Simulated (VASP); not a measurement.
# Fe (Im-3m) in VASP: notebook, part 2 of 2

VASP 6.6.1. Earlier steps stand in the parts before.

## Step 3: Equation of state, r2SCAN, collinear spin, ferromagnetic start, 11.30 Å³/atom (volume scaled by 0.94)

INCAR

```
SYSTEM = Fe
ALGO = Normal ; EDIFF = 1E-7
ENCUT = 520 ; ISIF = 2
ISMEAR = -1 ; ISPIN = 2
LASPH = .TRUE. ; LCHARG = .FALSE.
LMAXMIX = 4 ; LMIXTAU = .TRUE.
LORBIT = 11 ; LREAL = .FALSE.
LWAVE = .FALSE. ; MAGMOM = 3
METAGGA = R2SCAN ; NELM = 120
PREC = Accurate ; SIGMA = 0.05
```

KPOINTS

```
k-points
0
G
  13 13 13
  0 0 0
```

POSCAR

```
Fe
1.0
   -1.4135427549      1.4135427549      1.4135427549
    1.4135427549     -1.4135427549      1.4135427549
    1.4135427549      1.4135427549     -1.4135427549
Fe
1
Direct
    0.0000000000      0.0000000000      0.0000000000
```

Potentials or basis: VASP PAW PBE potentials, release 64 (Fe).

Run with:

```console
$ cat potpaw_PBE.64/Fe/POTCAR > POTCAR
$ mpirun -np 1 vasp_std > vasp.out
```

OUTCAR:

```text
SYSTEM = Fe
   EDIFF = 1E-7
   ENCUT = 520
   ISIF = 2
   ISMEAR = -1
   ISPIN = 2
   LASPH = .TRUE.
   LORBIT = 11
   LREAL = .FALSE.
   METAGGA = R2SCAN
   NELM = 120
   PREC = Accurate

 Found     84 irreducible k-points:

 Following reciprocal coordinates:
            Coordinates               Weight
  0.000000  0.000000  0.000000      1.000000
  0.076923  0.000000  0.000000     12.000000
  0.153846  0.000000  0.000000     12.000000
  0.230769  0.000000  0.000000     12.000000
  0.307692  0.000000  0.000000     12.000000
  0.384615  0.000000  0.000000     12.000000
   k-points           NKPTS =     84   k-points in BZ     NKDIM =     84   number of bands    NBANDS=     10
   number of dos      NEDOS =    301   number of ions     NIONS =      1
   total plane-waves  NPLWV =   5832
   dimension x,y,z NGX =    18 NGY =   18 NGZ =   18
   dimension x,y,z NGXF=    36 NGYF=   36 NGZF=   36
   ions per type =               1
   NGX,Y,Z   is equivalent  to a cutoff of  12.22, 12.22, 12.22 a.u.
   NGXF,Y,Z  is equivalent  to a cutoff of  24.44, 24.44, 24.44 a.u.
 SYSTEM =  Fe
   PREC   = accura    normal or accurate (medium, high low for compatibility)
   ISTART =      0    job   : 0-new  1-cont  2-samecut
   ICHARG =      2    charge: 1-file 2-atom 10-const
   ISPIN  =      2    spin polarized calculation?
   LNONCOLLINEAR =      F non collinear calculations
   LSORBIT =      F    spin-orbit coupling
   LASPH  =      T    aspherical Exc in radial PAW
   ENCUT  =  520.0 eV  38.22 Ry    6.18 a.u.   4.55  4.55  4.55*2*pi/ulx,y,z
   NELM   =    120;   NELMIN=  2; NELMDL= -5     # of ELM steps
   EDIFF  = 0.1E-06   stopping-criterion for ELM
   LREAL  =      F    real-space projection
   EDIFFG = 0.1E-05   stopping-criterion for IOM
   NSW    =      0    number of steps for IOM
   IBRION =     -1    ionic relax: 0-MD 1-quasi-New 2-CG
   NFREE  =      0    steps in history (QN), initial steepest desc. (CG)
   ISIF   =      2    stress and relaxation
   ISYM   =      2    0-nonsym 1-usesym 2-fastsym
   POTIM  = 0.5000    time-step for ionic-motion
   TEBEG  =    0.0;   TEEND  =   0.0 temperature during run
   PSTRESS=    0.0 pullay stress
   NELECT =       8.0000    total number of electrons
   NUPDOWN=      -1.0000    fix difference up-down
   EMIN   =  10.00;   EMAX   =-10.00  energy-range for DOS
   EFERMI =   0.00;   METHOD = LEGACY
   ISMEAR =    -1;   SIGMA  =   0.05  broadening in eV -4-tet -1-fermi 0-gaus
   EFERMI_NEDOS =   21; number of points for ismear=-14 and -15
   IALGO  =     38    algorithm
   IMIX   =      4    mixing-type and parameters
     AMIX     =   0.40;   BMIX     =  1.00
     AMIX_MAG =   1.60;   BMIX_MAG =  1.00
  volume/ion in A,a.u.               =      11.30        76.24
  Fermi-wavevector in a.u.,A,eV,Ry     =   1.459181  2.757453 28.969656  2.129210
  Thomas-Fermi vector in A             =   2.575778
   LORBIT       =     11    0 simple, 1 ext, 2 COOP (PROOUT), +10 PAW based schemes
   METAGGA = R2SCAN    functional components
   LHFCALC =     F    Hartree Fock is set to
   AEXX    =    0.0000 exact exchange contribution
   IVDW    =     0    specifies the selected vdW correction
   LEPSILON=     F    determine dielectric tensor
   LRPA    =     F    only Hartree local field effects (RPA)
 spin polarized calculation
  energy-cutoff  :      520.00
  volume of cell :       11.30
 maximum number of plane-waves:       321
   NGX =  9   NGY =  9   NGZ =  9

 number of electron       8.0000009 magnetization       2.6371506

 Free energy of the ion-electron system (eV)
  ---------------------------------------------------
  ext. energy  EPLUGINS =         0.00000000
  ---------------------------------------------------
  free energy    TOTEN  =       -14.35500870 eV

  energy without entropy =      -14.34954896  energy(sigma->0) =      -14.35227883

 E-fermi :   5.8047     XC(G=0): -14.2795

 val. band max:        5.7807618123   @ k =   0.1538   0.0769   0.0000
 cond. band min:       5.8128671751   @ k =   0.4615   0.0000   0.0000
 fundamental gap:      0.0321053628
 Fermi energy:         5.8046922916

 spin component 1

 k-point     1 :       0.0000    0.0000    0.0000
  band No.  band energies     occupation
      1      -2.8589      1.00000
      2       2.7632      1.00000
      3       2.7632      1.00000
      4       2.7632      1.00000
      5       4.0616      1.00000
      6       4.0616      1.00000
      7      31.9431      0.00000
      8      31.9432      0.00000
      9      31.9432      0.00000
     10      37.0549      0.00000

 k-point     2 :       0.0769    0.0000    0.0000
  band No.  band energies     occupation
      1      -2.6058      1.00000
      2       2.6985      1.00000
      3       2.7608      1.00000
      4       2.8963      1.00000
      5       3.9989      1.00000
      6       4.0667      1.00000
      7      30.2485      0.00000
      8      31.5254      0.00000
      9      31.7010      0.00000
     10      36.2941      0.00000

 k-point     3 :       0.1538    0.0000    0.0000
  band No.  band energies     occupation
      1      -1.8824      1.00000
      2       2.5217      1.00000
      3       2.7314      1.00000
      4       3.2758      1.00000
      5       3.8864      1.00000
      6       4.0838      1.00000
      7      26.8634      0.00000
      8      30.1623      0.00000
      9      31.1900      0.00000
     10      33.7952      0.00000
[... 14 lines left out ...]
 k-point     5 :       0.3077    0.0000    0.0000
  band No.  band energies     occupation
      1       0.0540      1.00000
      2       2.0290      1.00000
      3       3.1671      1.00000
      4       3.9672      1.00000
      5       4.1592      1.00000
      6       4.4878      1.00000
      7      19.3435      0.00000
      8      26.8483      0.00000
      9      29.2629      0.00000
     10      30.3001      0.00000

 k-point     6 :       0.3846    0.0000    0.0000
  band No.  band energies     occupation
      1       0.3390      1.00000
      2       1.8275      1.00000
      3       3.9787      1.00000
      4       4.2037      1.00000
      5       4.6450      1.00000
      6       5.0681      1.00000
      7      15.9730      0.00000
      8      25.7125      0.00000
      9      27.7197      0.00000
     10      30.0481      0.00000

 [... further k-points ...]

 spin component 2

 k-point     1 :       0.0000    0.0000    0.0000
  band No.  band energies     occupation
      1      -3.4451      1.00000
      2       6.1672      0.00071
      3       6.1673      0.00071
      4       6.1673      0.00071
      5       8.4591      0.00000
      6       8.4591      0.00000
      7      31.5968      0.00000
      8      31.5969      0.00000
      9      31.5969      0.00000
     10      37.6667      0.00000

 k-point     2 :       0.0769    0.0000    0.0000
  band No.  band energies     occupation
      1      -3.1825      1.00000
      2       6.0734      0.00461
      3       6.1408      0.00120
      4       6.3201      0.00003
      5       8.3578      0.00000
      6       8.4654      0.00000
      7      30.2346      0.00000
      8      31.2899      0.00000
      9      31.5251      0.00000
     10      37.1346      0.00000

 k-point     3 :       0.1538    0.0000    0.0000
  band No.  band energies     occupation
      1      -2.4189      1.00000
      2       5.8195      0.42635
      3       6.0136      0.01509
      4       6.7584      0.00000
      5       8.1578      0.00000
      6       8.4894      0.00000
      7      27.3509      0.00000
      8      30.1755      0.00000
      9      31.3603      0.00000
     10      35.7486      0.00000
[... 14 lines left out ...]
 k-point     5 :       0.3077    0.0000    0.0000
  band No.  band energies     occupation
      1       0.1816      1.00000
      2       5.1271      1.00000
      3       5.4226      0.99952
      4       8.1150      0.00000
      5       8.1878      0.00000
      6       8.6185      0.00000
      7      20.5856      0.00000
      8      26.9311      0.00000
      9      30.9313      0.00000
     10      31.0464      0.00000

 k-point     6 :       0.3846    0.0000    0.0000
  band No.  band energies     occupation
      1       1.4503      1.00000
      2       4.8496      1.00000
      3       5.4261      0.99949
      4       8.2234      0.00000
      5       8.7031      0.00000
      6       8.8932      0.00000
      7      17.6301      0.00000
      8      25.7233      0.00000
      9      29.2431      0.00000
     10      30.9549      0.00000

 [... further k-points ...]

------------------------ aborting loop because EDIFF is reached ----------------------------------------

  FORCE on cell =-STRESS in cart. coord.  units (eV):
  Direction    XX          YY          ZZ          XY          YZ          ZX
  --------------------------------------------------------------------------------------
  -------------------------------------------------------------------------------------
  Total        0.6127719      0.6127719      0.6127719      0.0000000      0.0000000     -0.0000000
  in kB       86.9005614     86.9005614     86.9005614      0.0000000      0.0000000     -0.0000000
  external PRESSURE =      86.9005614 kB  Pullay stress =       0.0000000 kB

 VOLUME and BASIS-vectors are now :
 -----------------------------------------------------------------------------
  energy-cutoff  :      520.00
  volume of cell :       11.30
      direct lattice vectors                 reciprocal lattice vectors
    -1.413542755  1.413542755  1.413542755     0.000000000  0.353721172  0.353721172
     1.413542755 -1.413542755  1.413542755     0.353721172  0.000000000  0.353721172
     1.413542755  1.413542755 -1.413542755     0.353721172  0.353721172  0.000000000

 POSITION                                       TOTAL-FORCE (eV/Angst)
 -----------------------------------------------------------------------------------
      0.00000      0.00000      0.00000         0.000000      0.000000      0.000000
 -----------------------------------------------------------------------------------
    total drift:                                0.000000      0.000000      0.000000

  FREE ENERGIE OF THE ION-ELECTRON SYSTEM (eV)
  ---------------------------------------------------
  free  energy   TOTEN  =       -14.3550086999 eV

  energy  without entropy=      -14.3495489564  energy(sigma->0) =      -14.35227883

 total charge

# of ion       s       p       d       tot
------------------------------------------
    1        0.496   0.585   6.204   7.285

 magnetization (x)

# of ion       s       p       d       tot
------------------------------------------
    1       -0.012  -0.115   2.817   2.690
```

stdout:

```text
POSCAR found type information on POSCAR Fe
 POSCAR found :  1 types and       1 ions
 scaLAPACK will be used
 -----------------------------------------------------------------------------
|                                                                             |
|                                                                             |
|     You enforced a specific xc type in the INCAR file but a different       |
|     I HOPE YOU KNOW WHAT YOU ARE DOING!                                     |
|                                                                             |
 -----------------------------------------------------------------------------

 LDA part: xc-table for (None), standard interpolation
 POSCAR, INCAR and KPOINTS ok, starting setup
 FFT: planning ... GRIDC
 FFT: planning ... GRID_SOFT
 FFT: planning ... GRID
 WAVECAR not read
 entering main loop
```

Wall time 51 s (1 thread of Intel Xeon Platinum 8488C (Sapphire Rapids), shared host); peak memory 0.13 GiB.

What came out:

```
Free energy                                           : -14.3550 eV
Pressure                                              : 8.7 GPa
Band gap on the k mesh                                : none (metal or under the smearing width)
Net moment                                            : 2.64 μB per cell
Site moments                                          : Fe +2.69 μB
Valence electrons inside the program's atomic spheres : Fe 7.29
```

Caveat: the PAW data sets were made with another functional, which shifts forces and pressure a little.

## Step 4: Equation of state, r2SCAN, collinear spin, ferromagnetic start, 11.54 Å³/atom (volume scaled by 0.96)

INCAR

```
  PREC = Accurate
  ENCUT = 520
  EDIFF = 1E-6
  ISMEAR = -1
  SIGMA = 0.05
  LREAL = False
  LASPH = True
  NELM = 150
  ALGO = Normal
  ISIF = 2
  LWAVE = False
  LCHARG = False
  ISPIN = 2
  MAGMOM = 3
  LORBIT = 11
  LMAXMIX = 4
  METAGGA = R2SCAN
  LMIXTAU = True
```

KPOINTS

```
Automatic mesh
0
Gamma
  13 13 13
```

POSCAR

```
Fe
1.0
   -1.4234976093      1.4234976093      1.4234976093
    1.4234976093     -1.4234976093      1.4234976093
    1.4234976093      1.4234976093     -1.4234976093
Fe
1
Direct
    0.0000000000      0.0000000000      0.0000000000
```

Run with:

```console
$ cat potpaw_PBE.64/Fe/POTCAR > POTCAR
$ mpirun -np 1 vasp_std > vasp.out
```

Wall time 50 s (1 thread of Intel Xeon Platinum 8488C (Sapphire Rapids), shared host); peak memory 0.13 GiB.

The run converged. Its results:

```yaml
Free_energy: -14.3644 eV
Pressure: 4.0 GPa
Band_gap_on_the_k_mesh: none (metal or under the smearing width)
Net_moment: 2.65 μB per cell
Site_moments: Fe +2.71 μB
Valence_electrons_inside_the_program's_atomic_spheres: Fe 7.24
```

Caveat: the PAW data sets were made with another functional, which shifts forces and pressure a little.

## Step 5: Equation of state, r2SCAN, collinear spin, ferromagnetic start, 11.78 Å³/atom (volume scaled by 0.98)

INCAR

```
PREC = Accurate ; ENCUT = 520
EDIFF = 1E-6 ; ISMEAR = -1
SIGMA = 0.05 ; LREAL = F
LASPH = T ; NELM = 100
ALGO = Normal ; ISIF = 2
LWAVE = F ; LCHARG = F
ISPIN = 2 ; MAGMOM = 3
LORBIT = 11 ; LMAXMIX = 4
METAGGA = R2SCAN ; LMIXTAU = T
```

KPOINTS

```
regular mesh
0
Gamma
  13 13 13
```

POSCAR

```
Fe
1.0
   -1.4333151444      1.4333151444      1.4333151444
    1.4333151444     -1.4333151444      1.4333151444
    1.4333151444      1.4333151444     -1.4333151444
Fe
1
Direct
    0.0000000000      0.0000000000      0.0000000000
```

Run with:

```console
$ cat potpaw_PBE.64/Fe/POTCAR > POTCAR
$ mpirun -np 1 vasp_std > vasp.out
```

Run time: 48 s. Hardware: 1 thread of Intel Xeon Platinum 8488C (Sapphire Rapids), shared host; peak memory 0.13 GiB.

It converged, with:

```yaml
Free_energy: -14.3670 eV
Pressure: -0.4 GPa
Band_gap_on_the_k_mesh: none (metal or under the smearing width)
Net_moment: 2.65 μB per cell
Site_moments: Fe +2.72 μB
Valence_electrons_inside_the_program's_atomic_spheres: Fe 7.20
```

Caveat: the PAW data sets were made with another functional, which shifts forces and pressure a little.

## Step 6: Equation of state, r2SCAN, collinear spin, ferromagnetic start, 12.26 Å³/atom (volume scaled by 1.02)

INCAR

```
SYSTEM = Fe
PREC = Accurate
ENCUT = 520
EDIFF = 1E-6
ISMEAR = -1
SIGMA = 0.05
LREAL = .False.
LASPH = .True.
NELM = 150
ALGO = Normal
ISIF = 2
LWAVE = .False.
LCHARG = .False.
ISPIN = 2
MAGMOM = 3
LORBIT = 11
LMAXMIX = 4
METAGGA = R2SCAN
LMIXTAU = .True.
```

KPOINTS

```
regular mesh
0
Gamma
  13 13 13
  0 0 0
```

POSCAR

```
Fe
1.0
   -1.4525565699      1.4525565699      1.4525565699
    1.4525565699     -1.4525565699      1.4525565699
    1.4525565699      1.4525565699     -1.4525565699
Fe
1
Direct
    0.0000000000      0.0000000000      0.0000000000
```

Potentials or basis: VASP PAW PBE potentials, release 64 (Fe).

Run with:

```console
$ cat potpaw_PBE.64/Fe/POTCAR > POTCAR
$ mpirun -np 1 vasp_std > vasp.out
```

It took 58 s on 1 thread of Intel Xeon Platinum 8488C (Sapphire Rapids), shared host; peak memory 0.14 GiB.

The run converged. Its results:

```yaml
Free_energy: -14.3543 eV
Pressure: -7.6 GPa
Band_gap_on_the_k_mesh: none (metal or under the smearing width)
Net_moment: 2.66 μB per cell
Site_moments: Fe +2.75 μB
Valence_electrons_inside_the_program's_atomic_spheres: Fe 7.12
```

Caveat: the PAW data sets were made with another functional, which shifts forces and pressure a little.

## Step 7: Equation of state, r2SCAN, collinear spin, ferromagnetic start, 12.50 Å³/atom (volume scaled by 1.04)

INCAR

```
  ALGO = Normal
  EDIFF = 1E-6
  ENCUT = 520
  ISIF = 2
  ISMEAR = -1
  ISPIN = 2
  LASPH = T
  LCHARG = F
  LMAXMIX = 4
  LMIXTAU = T
  LORBIT = 11
  LREAL = F
  LWAVE = F
  MAGMOM = 3
  METAGGA = R2SCAN
  NELM = 120
  PREC = Accurate
  SIGMA = 0.05
```

KPOINTS

```
k-points
0
Gamma
  13 13 13
```

POSCAR

```
Fe
1.0
   -1.4619890197      1.4619890197      1.4619890197
    1.4619890197     -1.4619890197      1.4619890197
    1.4619890197      1.4619890197     -1.4619890197
Fe
1
Direct
    0.0000000000      0.0000000000      0.0000000000
```

Run with:

```console
$ cat potpaw_PBE.64/Fe/POTCAR > POTCAR
$ mpirun -np 1 vasp_std > vasp.out
```

It took 61 s on 1 thread of Intel Xeon Platinum 8488C (Sapphire Rapids), shared host; peak memory 0.14 GiB.

The run converged. Its results:

```
Free energy                                           : -14.3406 eV
Pressure                                              : -10.6 GPa
Band gap on the k mesh                                : none (metal or under the smearing width)
Net moment                                            : 2.67 μB per cell
Site moments                                          : Fe +2.76 μB
Valence electrons inside the program's atomic spheres : Fe 7.08
```

Caveat: the PAW data sets were made with another functional, which shifts forces and pressure a little.

## Step 8: Equation of state, r2SCAN, collinear spin, ferromagnetic start, 12.74 Å³/atom (volume scaled by 1.06)

INCAR

```
SYSTEM = Fe
ALGO = Normal
EDIFF = 1E-7
ENCUT = 520
ISIF = 2
ISMEAR = -1
ISPIN = 2
LASPH = .TRUE.
LCHARG = .FALSE.
LMAXMIX = 4
LMIXTAU = .TRUE.
LORBIT = 11
LREAL = .FALSE.
LWAVE = .FALSE.
MAGMOM = 3
METAGGA = R2SCAN
NELM = 100
PREC = Accurate
SIGMA = 0.05
```

KPOINTS

```
k-points
0
G
  13 13 13
  0 0 0
```

POSCAR

```
Fe
1.0
   -1.4713013028      1.4713013028      1.4713013028
    1.4713013028     -1.4713013028      1.4713013028
    1.4713013028      1.4713013028     -1.4713013028
Fe
1
Direct
    0.0000000000      0.0000000000      0.0000000000
```

Run with:

```console
$ cat potpaw_PBE.64/Fe/POTCAR > POTCAR
$ mpirun -np 1 vasp_std > vasp.out
```

Wall time 64 s (1 thread of Intel Xeon Platinum 8488C (Sapphire Rapids), shared host); peak memory 0.14 GiB.

The run converged. Its results:

```yaml
Free_energy: -14.3227 eV
Pressure: -13.3 GPa
Band_gap_on_the_k_mesh: none (metal or under the smearing width)
Net_moment: 2.67 μB per cell
Site_moments: Fe +2.77 μB
Valence_electrons_inside_the_program's_atomic_spheres: Fe 7.05
```

Caveat: the PAW data sets were made with another functional, which shifts forces and pressure a little.

## Step 9: Equation of state, r2SCAN, collinear spin, ferromagnetic start

Potentials or basis: VASP PAW PBE potentials, release 64 (Fe).

No new run: the results of the series are fitted here.

Results:

```
Equilibrium volume                      : 11.75 Å³/atom
Bulk modulus                            : 202 GPa
Pressure derivative of the bulk modulus : 5.3
```

Energy against volume, from the lowest point:
| volume (Å³/atom) | energy (meV/atom) |
| --- | --- |
| 11.298 | 11.99 |
| 11.538 | 2.55 |
| 11.778 | 0.00 |
| 12.019 | 3.65 |
| 12.259 | 12.68 |
| 12.499 | 26.35 |
| 12.740 | 44.26 |

Caveat: the PAW data sets were made with another functional, which shifts forces and pressure a little.

## Step 10: Comparison with measurements

Step 9. Measured bulk modulus of Fe: 166.4 GPa (quoted in “Pressure Induced Densification and Compression in a Reprocessed Borosilicate Glass”, 2018, pmc:5793612). This calculation gives 202 GPa (+21.4 %). The fit is for a static lattice scaled at fixed shape and fixed fractional positions.
